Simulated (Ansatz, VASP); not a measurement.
**One calculation of CdS, two programs**

INCAR

```
PREC = Accurate ; ENCUT = 520
EDIFF = 1E-6 ; ISMEAR = -1
SIGMA = 0.02 ; LREAL = False
LASPH = True ; NELM = 100
ALGO = Normal ; ISIF = 2
LWAVE = False ; LCHARG = True
GGA = CA ; LELF = True
LVHAR = True ; NBANDS = 26
```

The input KPOINTS:

```
Automatic mesh
0
Gamma
  8 8 4
```

The input POSCAR:

```
CdS
1.0
    4.1347992034      0.0000000000      0.0000000000
   -2.0673996017      3.5808411497      0.0000000000
    0.0000000000      0.0000000000      6.6140200000
Cd S
2 2
Direct
    0.3333333333      0.6666666667      0.0000000000
    0.6666666667      0.3333333333      0.5000000000
    0.3333333333      0.6666666667      0.3850000000
    0.6666666667      0.3333333333      0.8850000000
```

Input for Ansatz:

```yaml
crystal:
  lattice:
    - [4.1347992034, 0.0, 0.0]
    - [-2.0673996017, 3.5808411497, 0.0]
    - [0.0, 0.0, 6.61402]
  atoms:
    - { symbol: Cd, position: [0.3333333333, 0.6666666667, 0.0] }
    - { symbol: Cd, position: [0.6666666667, 0.3333333333, 0.5] }
    - { symbol: S, position: [0.3333333333, 0.6666666667, 0.385] }
    - { symbol: S, position: [0.6666666667, 0.3333333333, 0.885] }
kpoints:
  mp_grid: { grid: [8, 8, 4] }
  band_path:
    path:
      - [0.0, 0.0, 0.0]
      - [0.5, 0.0, 0.0]
      - [0.3333333333, 0.3333333333, 0.0]
      - [0.0, 0.0, 0.0]
      - [0.0, 0.0, 0.5]
      - [0.5, 0.0, 0.5]
      - [0.3333333333, 0.3333333333, 0.5]
      - [0.0, 0.0, 0.5]
      - [0.5, 0.0, 0.5]
    npoints: 5
scf:
  occupations: { method: fermi_dirac, width: 0.02 }
hamiltonian:
  xc: lda
  pseudopotentials: { kind: all_electron, lapw: { basis_error: 0.001 } }
output:
  forces: true
  stress: true
  eigenvalues: true
```

Change from the starting cell: zz strain of -2 %.

Alike in both runs: task single point; functional LDA; k mesh 8 × 8 × 4; occupations fermi-dirac, width 0.02 eV; no spin polarisation.

```csv
,VASP,Ansatz
version,VASP 6.6.1,Ansatz 0.2.0
potentials or method,"VASP PAW LDA potentials, release 64 (Cd, S)","all-electron LAPW, scalar-relativistic"
plane-wave cutoff (eV),520,see its input
```

```csv
,VASP,Ansatz,Ansatz less VASP
gap on the k mesh at the Fermi level (eV),1.03,1.00,-0.028
pressure (GPa),-1.2,-1.7,-0.47
largest component of the traceless stress (GPa),0.10,0.06,-0.038
rms of the force components (eV/Å),0.080,0.078,-0.0022
```

Atom by atom the forces differ by 0.002 eV/Å (rms over components). Ansatz ran all-electron here, so the differences hold the error of VASP's frozen core and of both bases.
